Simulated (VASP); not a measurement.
A run of VASP 6.6.1 is set up as follows.

INCAR

```
PREC = Accurate
ENCUT = 520
EDIFF = 1E-6
ISMEAR = 0
SIGMA = 0.1
LREAL = False
LASPH = True
NELM = 60
ALGO = Normal
ISIF = 2
LWAVE = False
LCHARG = False
GGA = PE
NBANDS = 7
```

Contents of KPOINTS:

```
Automatic mesh
0
Gamma
  16 16 16
```

Contents of POSCAR:

```
Be
1.0
    0.0000000000      2.2276715533      2.2276715533
    2.2276715533      0.0000000000      2.2276715533
    2.2276715533      2.2276715533      0.0000000000
Be
1
Direct
    0.0000000000      0.0000000000      0.0000000000
```

Potentials or basis: VASP PAW PBE potentials, release 64 (Be).

Launch:

```console
$ cat potpaw_PBE.64/Be/POTCAR > POTCAR
$ mpirun -np 1 vasp_std > vasp.out
```

Question: What does it give for the band gap on the k mesh?

Answer: None (metal or under the smearing width).

Question: Predict the pressure.

Answer: -19.2 GPa.

Caveat: so large a pressure means that the cell lies far from this level's equilibrium, or that cutoff or potentials fall short.
